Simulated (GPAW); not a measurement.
Crystal: KBr.

```
Br K
1.0
     0.00000    3.30000    3.30000
     3.30000    0.00000    3.30000
     3.30000    3.30000    0.00000
Br K
1 1
Cartesian
  3.3000 3.3000 3.3000
  0.0000 0.0000 0.0000
```

Base run:

* Program: GPAW 26.7.0
* Functional: LDA
* Potentials or basis: the program's PAW data sets (release 1.2.1) made for this functional
* Cutoff: 600 eV
* Basis: pw
* k mesh: 7 × 7 × 7
* Occupations: fermi-dirac, width 0.05 eV
* Spin: no spin polarisation

Its results: band gap on the k mesh 4.04 eV, direct; pressure -1.7 GPa.

The run is repeated on the same cell with these changes: functional from LDA to revPBE. What comes out?

Band gap on the k mesh 4.73 eV, direct; pressure 1.8 GPa.

revPBE binds less tightly than LDA, so the same cell stands under more pressure.
